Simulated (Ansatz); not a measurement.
# Band structure of TlBr

```
CELL_PARAMETERS angstrom
3.97000 0.00000 0.00000
0.00000 3.97000 0.00000
0.00000 0.00000 3.97000
ATOMIC_POSITIONS crystal
Tl 0.00000 0.00000 0.00000
Br 0.50000 0.50000 0.50000
```

Atoms are numbered in the order listed.

The cell is COD entry 9008793, as deposited and not checked against the literature; nothing was relaxed. It is an old determination, and later ones may differ.

Spin–orbit coupling is left out, though it moves levels of the heavy atoms by tenths of an eV or more.

These are results of DFT, PBE, all-electron LAPW, scalar-relativistic (Ansatz 0.2.0), not measurements.

Numerical set-up: a Γ-centred 8×8×8 k mesh, Fermi–Dirac smearing of 0.03 eV, basis error target 1 meV/atom, no spin polarisation.

Points in fractions of the reciprocal vectors of this cell: Γ (0, 0, 0), X (0, 0.5, 0), M (0.5, 0.5, 0), R (0.5, 0.5, 0.5). The path joins them by straight lines in the order Γ–X–M–Γ–R–X–R–M; legs that retrace an earlier one aren't tabulated. Energies are in eV from the top of the valence band.

Q: Metal or insulator at this level of theory?

A: An insulator or semiconductor: gap 1.84 eV, direct at X (0, 0.5, 0).

Q: Tabulate bands 27 to 33, counted from the lowest band of the run, along the path.

A: 
```csv
k (1/Å),point,band 27,band 28,band 29,band 30,band 31,band 32,band 33
0.00,Γ,-4.66,-1.34,-1.34,-1.34,6.99,6.99,7.25
0.20,,-4.80,-1.28,-1.28,-1.25,5.77,7.03,7.03
0.40,,-5.14,-1.10,-1.10,-0.94,4.08,6.50,6.50
0.59,,-5.45,-0.92,-0.92,-0.41,2.59,5.98,5.98
0.79,X,-5.58,-0.84,-0.84,0.00,1.84,5.76,5.76
0.99,,-5.45,-1.32,-0.82,-0.31,2.38,5.49,5.93
1.19,,-5.04,-2.15,-1.14,-0.79,3.39,5.11,6.39
1.38,,-4.38,-2.76,-2.20,-0.76,4.37,4.92,7.03
1.58,M,-3.76,-2.99,-2.99,-0.75,4.87,4.87,7.41
1.86,,-4.59,-2.78,-1.62,-0.79,4.03,5.03,6.84
2.14,,-5.02,-2.24,-0.95,-0.38,3.61,5.45,6.50
2.42,,-4.88,-1.62,-1.21,-0.84,5.40,6.10,6.88
2.70,Γ,-4.66,-1.34,-1.34,-1.34,6.99,6.99,7.25
3.04,,-4.92,-1.55,-1.55,-0.53,5.31,5.96,5.96
3.39,,-4.76,-1.89,-1.89,-0.59,4.44,4.44,4.92
3.73,,-3.64,-2.01,-2.01,-1.76,2.82,2.82,3.98
4.07,R,-2.74,-1.96,-1.96,-1.96,2.11,2.11,2.11
4.35,,-3.34,-2.14,-1.99,-1.83,2.46,2.80,3.46
4.63,,-4.51,-2.12,-1.47,-1.42,3.46,3.63,5.84
4.91,,-5.31,-1.48,-1.04,-0.53,2.78,4.86,6.37
5.19,X,-5.58,-0.84,-0.84,0.00,1.84,5.76,5.76
6.31,R,-2.74,-1.96,-1.96,-1.96,2.11,2.11,2.11
6.51,,-2.95,-2.16,-2.16,-1.82,2.49,2.49,2.68
6.71,,-3.35,-2.55,-2.55,-1.42,3.40,3.40,4.12
6.90,,-3.65,-2.87,-2.87,-0.97,4.39,4.39,6.02
7.10,M,-3.76,-2.99,-2.99,-0.75,4.87,4.87,7.41
```

Kohn–Sham gaps of semilocal functionals usually fall short of measured ones.
